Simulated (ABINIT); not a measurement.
# CuO (P1) in ABINIT: convergence with nband

Aim: find how far nband must go before the results for CuO settle, at RPBE. This setting moves, with any that are tied to it; all else stays.

All numbers are computed with ABINIT 10.8.3 (patched build); they aren't measurements. Logs are shortened: lines on timing, memory, paths and dates and some standing lists are left out, and cuts for length are marked. The log counts tension as positive stress, the text compression.

## 1. The cell of the first run

The typed cell holds 2 atoms: a = 2.836 Å, b = 2.836 Å, c = 2.768 Å, α = 90.00°, β = 90.00°, γ = 120.00°.

The cell comes from a database or a generator and needn't be the stable form of this composition.

The cell isn't the ideal one: atoms moved at random, drawn with an rms of 0.05 Å.

## 2. With nband 14

Contents of run.abi:

```
# Pseudopotentials
pp_dirpath "./"
pseudos "29_Cu_19_1.7_1.9_pbe_n_v1.0.psp8, 08_O_6_1.2_1.4_pbe_n_v1.0.psp8"

# Structure
acell 3*1.0 Angstrom
rprim
     2.8363251100     0.0000000000     0.0000000000
    -1.4181625500     2.4563296000     0.0000000000
     0.0000000000     0.0000000000     2.7681127800
ntypat 2
znucl 29 8
natom 2
typat 1 2
xred
     0.0118650000     0.0046010000    -0.0191100000
     0.6452750000     0.3278360000     0.5076110000
chkprim 0
chksymtnons 0
tolsym 1.0e-6

# Plane-wave basis
ecut 40.0

# k points
kptopt 1
ngkpt 8 8 7
nshiftk 1
shiftk 0.0 0.0 0.0

# Exchange and correlation
ixc 15

# Bands and occupations
nband 14
occopt 3
tsmear 0.05 eV

# SCF cycle
nstep 100
tolvrs 1.0e-10

# Output
iomode 3
prtwf 0
prtden 0
prteig 0
prtebands 0
```

Potentials or basis: SPMS NC PBE v1.0.

Run with:

```sh
mpirun --bind-to none -np 4 abinit run.abi > log 2>&1
```

Wall time 38 s (4 MPI ranks of Arm Neoverse V2, shared host); peak memory 0.28 GiB.

It converged, with:

- Free energy: -5418.2501 eV
- Pressure: 6.5 GPa
- Largest force: 0.308 eV/Å
- Band gap on the k mesh: none (metal or under the smearing width)
- Valence electrons inside the program's atomic spheres: Cu 17.22; O 6.10

## 3. With nband 15

Changes to run.abi since step 2:

```diff
@@ -34,3 +34,3 @@
 # Bands and occupations
-nband 14
+nband 15
 occopt 3
```

Potentials or basis: SPMS NC PBE v1.0.

Run with:

```sh
mpirun --bind-to none -np 4 abinit run.abi > log 2>&1
```

It took 40 s on 4 MPI ranks of Arm Neoverse V2, shared host; peak memory 0.28 GiB.

Results (log left out):

- Free energy: -5418.2501 eV
- Pressure: 6.5 GPa
- Largest force: 0.308 eV/Å
- Band gap on the k mesh: none (metal or under the smearing width)
- Valence electrons inside the program's atomic spheres: Cu 17.22; O 6.10

## 4. With nband 16

Changes to run.abi since step 3:

```diff
@@ -34,3 +34,3 @@
 # Bands and occupations
-nband 15
+nband 16
 occopt 3
```

Run with:

```sh
mpirun --bind-to none -np 4 abinit run.abi > log 2>&1
```

Run time: 40 s. Hardware: 4 MPI ranks of Arm Neoverse V2, shared host; peak memory 0.32 GiB.

It converged, with:

```yaml
Free_energy: -5418.2501 eV
Pressure: 6.5 GPa
Largest_force: 0.308 eV/Å
Band_gap_on_the_k_mesh: none (metal or under the smearing width)
Valence_electrons_inside_the_program's_atomic_spheres: Cu 17.22; O 6.10
```

## 5. With nband 17

Changes to run.abi since step 4:

```diff
@@ -34,3 +34,3 @@
 # Bands and occupations
-nband 16
+nband 17
 occopt 3
```

Run with:

```sh
mpirun --bind-to none -np 4 abinit run.abi > log 2>&1
```

It took 43 s on 4 MPI ranks of Arm Neoverse V2, shared host; peak memory 0.32 GiB.

The run converged. Its results:

| Quantity | Value |
| --- | --- |
| Free energy | -5418.2501 eV |
| Pressure | 6.5 GPa |
| Largest force | 0.308 eV/Å |
| Band gap on the k mesh | none (metal or under the smearing width) |
| Valence electrons inside the program's atomic spheres | Cu 17.22; O 6.10 |

## 6. With nband 18

Changes to run.abi since step 5:

```diff
@@ -34,3 +34,3 @@
 # Bands and occupations
-nband 17
+nband 18
 occopt 3
```

Potentials or basis: SPMS NC PBE v1.0.

Run with:

```sh
mpirun --bind-to none -np 4 abinit run.abi > log 2>&1
```

Run time: 45 s. Hardware: 4 MPI ranks of Arm Neoverse V2, shared host; peak memory 0.32 GiB.

The run converged. Its results:

```
Free energy                                           : -5418.2501 eV
Pressure                                              : 6.5 GPa
Largest force                                         : 0.308 eV/Å
Band gap on the k mesh                                : none (metal or under the smearing width)
Valence electrons inside the program's atomic spheres : Cu 17.22; O 6.10
```

## 7. With nband 21

Changes to run.abi since step 6:

```diff
@@ -34,3 +34,3 @@
 # Bands and occupations
-nband 18
+nband 21
 occopt 3
```

Run with:

```sh
mpirun --bind-to none -np 4 abinit run.abi > log 2>&1
```

Run time: 51 s. Hardware: 4 MPI ranks of Arm Neoverse V2, shared host; peak memory 0.32 GiB.

Results (log left out):

| Item | Value |
| --- | --- |
| Free energy | -5418.2501 eV |
| Pressure | 6.5 GPa |
| Largest force | 0.308 eV/Å |
| Band gap on the k mesh | none (metal or under the smearing width) |
| Valence electrons inside the program's atomic spheres | Cu 17.22; O 6.10 |

## 8. With nband 27

Changes to run.abi since step 7:

```diff
@@ -34,3 +34,3 @@
 # Bands and occupations
-nband 21
+nband 27
 occopt 3
```

Potentials or basis: SPMS NC PBE v1.0.

Run with:

```sh
mpirun --bind-to none -np 4 abinit run.abi > log 2>&1
```

run.abo:

```text
.Version 10.8.3 of ABINIT
 Symmetries : space group P1 (#  1); Bravais aP (primitive triclinic)
================================================================================
 Values of the parameters that define the memory need of the present run
     intxc =       0    ionmov =       0      iscf =       7    lmnmax =       6
     lnmax =       6     mgfft =      32  mpssoang =       3    mqgrid =    3001
     natom =       2  nloc_mem =       1    nspden =       1   nspinor =       1
    nsppol =       1      nsym =       1    n1xccc =    2501    ntypat =       2
    occopt =       3   xclevel =       2
       mpw =        1593          nfft =       30720          nkpt =         226
================================================================================
================================================================================

--------------------------------------------------------------------------------
------------- Echo of variables that govern the present computation ------------
--------------------------------------------------------------------------------
 -outvars: echo values of preprocessed input variables --------
            acell      1.8897261259E+00  1.8897261259E+00  1.8897261259E+00 Bohr
              amu      6.35460000E+01  1.59994000E+01
          chkprim           0
      chksymtnons           0
             ecut      4.00000000E+01 Hartree
                       outvar_i_n : Printing only first  50 k-points.
              ixc          15
                       outvar_i_n : Printing only first  50 k-points.
         kptrlatt        8    0    0      0    8    0      0    0    7
          kptrlen      3.66168253E+01
            natom           2
            nband          27
            ngfft          32      32      30
             nkpt         226
            nstep         100
             nsym           1
           ntypat           2
                       prtocc : prtvol=0, do not print more k-points.
           occopt           3
           prtden           0
        prtebands           0
           prteig           0
            prtwf           0
            rprim      2.8363251100E+00  0.0000000000E+00  0.0000000000E+00
                      -1.4181625500E+00  2.4563296000E+00  0.0000000000E+00
                       0.0000000000E+00  0.0000000000E+00  2.7681127800E+00
          spgroup           1
           tolsym      1.00000000E-06
           tolvrs      1.00000000E-10
           tsmear      1.83746611E-03 Hartree
            typat      1  2
                       outvars : Printing only first  50 k-points.
           xangst      2.7128031538E-02  1.1301572490E-02 -5.2898635226E-02
                       1.3652849476E+00  8.0527327075E-01  1.4051244964E+00
            xcart      5.1264549941E-02  2.1356876797E-02 -9.9963933011E-02
[... 101 lines left out ...]
cartesian_forces: # hartree/bohr
- [  4.18343585E-04,  -7.09578674E-04,   5.93390725E-03, ]
- [ -4.18343585E-04,   7.09578674E-04,  -5.93390725E-03, ]
force_length_stats: {min:   5.99080700E-03, max:   5.99080700E-03, mean:   5.99080700E-03, }
...

 Integrated electronic density in atomic spheres:
 ------------------------------------------------
 Atom  Sphere_radius  Integrated_density
    1        2.00000         17.21977095
    2        2.00000          6.10059508
================================================================================

 ----iterations are completed or convergence reached----

 Mean square residual over all n,k,spin=   23.673E-08; max=  69.240E-05
 reduced coordinates (array xred) for    2 atoms
       0.011865000000      0.004601000000     -0.019110000000
       0.645275000000      0.327836000000      0.507611000000
 rms dE/dt=  1.8148E-02; max dE/dt=  3.1260E-02; dE/dt below (all hartree)
    1      -0.002269197713      0.004419519682     -0.030820292525
    2       0.002215343160     -0.004410181443      0.031259948885

 cartesian coordinates (angstrom) at end:
    1      0.02712803153760     0.01130157248960    -0.05289863522580
    2      1.36528494761345     0.80527327074560     1.40512449636858

 cartesian forces (hartree/bohr) at end:
    1      0.00041834358509    -0.00070957867399     0.00593390724842
    2     -0.00041834358509     0.00070957867399    -0.00593390724842
 frms,max,avg= 3.4587940E-03 5.9339072E-03   5.024E-06  1.895E-06 -4.202E-05 h/b

 cartesian forces (eV/Angstrom) at end:
    1      0.02151209207552    -0.03648800247818     0.30513377913321
    2     -0.02151209207552     0.03648800247818    -0.30513377913321
 frms,max,avg= 1.7785834E-01 3.0513378E-01   2.583E-04  9.743E-05 -2.161E-03 e/A
 length scales=  1.889726125908  1.889726125908  1.889726125908 bohr
              =  1.000000000000  1.000000000000  1.000000000000 angstroms
 Fermi (or HOMO) energy (hartree) =   0.19497   Average Vxc (hartree)=  -0.46268
 Eigenvalues (hartree) for nkpt= 226  k points:
 kpt#   1, nband= 27, wtk=  0.00223, kpt=  0.0000  0.0000  0.0000 (reduced coord)
  -3.92123   -2.36233   -2.35738   -2.35238   -0.51287    0.06235    0.06283    0.07335
   0.10209    0.13149    0.13524    0.18414    0.19504    0.23715    0.75027    0.80287
   0.82167    0.88718    0.97320    1.15874    1.16866    1.36008    1.36565    1.37058
   1.52043    1.52701    1.57782
      occupation numbers for kpt#   1
   2.00000    2.00000    2.00000    2.00000    2.00000    2.00000    2.00000    2.00000
   2.00000    2.00000    2.00000    1.99449    0.98128    0.00000    0.00000    0.00000
   0.00000    0.00000    0.00000    0.00000    0.00000    0.00000    0.00000    0.00000
   0.00000    0.00000    0.00000
 prteigrs : prtvol=0 or 1, do not print more k-points.

--- !EnergyTerms
iteration_state     : {dtset: 1, }
comment             : Components of total free energy in Hartree
kinetic             :  8.97673125488864E+01
hartree             :  5.92250425112526E+01
xc                  : -2.58908307023107E+01
Ewald energy        : -1.27864794729059E+02
psp_core            :  7.64063966427326E+00
local_psp           : -1.44226402066505E+02
non_local_psp       : -5.77670384120238E+01
internal            : -1.99116071185486E+02
'-kT*entropy'       : -9.47340187668602E-04
total_energy        : -1.99117018525674E+02
total_energy_eV     : -5.41825009925027E+03
band_energy         : -2.15261745566004E+01
...

 Cartesian components of stress tensor (hartree/bohr^3)
  sigma(1 1)= -3.32649678E-04  sigma(3 2)=  1.04366294E-05
  sigma(2 2)= -3.15057397E-04  sigma(3 1)=  2.78018929E-05
  sigma(3 3)= -1.61435016E-05  sigma(2 1)=  3.59211596E-06

-Cartesian components of stress tensor (GPa)         [Pressure=  6.5104E+00 GPa]
- sigma(1 1)= -9.78689143E+00  sigma(3 2)=  3.07056239E-01
- sigma(2 2)= -9.26930865E+00  sigma(3 1)=  8.17959930E-01
- sigma(3 3)= -4.74958215E-01  sigma(2 1)=  1.05683700E-01

== END DATASET(S) ==============================================================
================================================================================

 -outvars: echo values of variables after computation  --------
            acell      1.8897261259E+00  1.8897261259E+00  1.8897261259E+00 Bohr
           etotal     -1.9911701853E+02
            fcart      4.1834358509E-04 -7.0957867399E-04  5.9339072484E-03
                      -4.1834358509E-04  7.0957867399E-04 -5.9339072484E-03
            rprim      2.8363251100E+00  0.0000000000E+00  0.0000000000E+00
                      -1.4181625500E+00  2.4563296000E+00  0.0000000000E+00
                       0.0000000000E+00  0.0000000000E+00  2.7681127800E+00
           strten     -3.3264967846E-04 -3.1505739743E-04 -1.6143501618E-05
                       1.0436629426E-05  2.7801892935E-05  3.5921159559E-06
           xangst      2.7128031538E-02  1.1301572490E-02 -5.2898635226E-02
                       1.3652849476E+00  8.0527327075E-01  1.4051244964E+00
             xred      1.1865000000E-02  4.6010000000E-03 -1.9110000000E-02
                       6.4527500000E-01  3.2783600000E-01  5.0761100000E-01
 Calculation completed.
```

Wall time 67 s (4 MPI ranks of Arm Neoverse V2, shared host); peak memory 0.36 GiB.

What came out:

```yaml
Free_energy: -5418.2501 eV
Pressure: 6.5 GPa
Largest_force: 0.308 eV/Å
Band_gap_on_the_k_mesh: none (metal or under the smearing width)
Valence_electrons_inside_the_program's_atomic_spheres: Cu 17.22; O 6.10
```

## 9. Result

| nband | energy less the tightest run, at zero smearing (meV/atom) | SCF cycles | CPU time (s) |
| --- | --- | --- | --- |
| 14 | 0.00 | 14 | 150 |
| 15 | 0.00 | 14 | 160 |
| 16 | 0.00 | 13 | 160 |
| 17 | 0.00 | 13 | 170 |
| 18 | 0.00 | 13 | 180 |
| 21 | 0.00 | 12 | 200 |
| 27 | 0.00 | 12 | 270 |

Against the tightest run, the energy stays within 1 meV/atom from 14 on. The tightest run that finished is the yardstick and may itself not be fully converged.

Caveats: the potentials were made for another functional, which shifts forces and pressure; an odd number of electrons without spin polarisation forces a metal; a magnetic or distorted state may lie lower; the run has no spin polarisation, though such a crystal can be magnetic; semilocal functionals often make such compounds metallic where correlation or magnetic order opens a gap, which also shifts bond lengths.
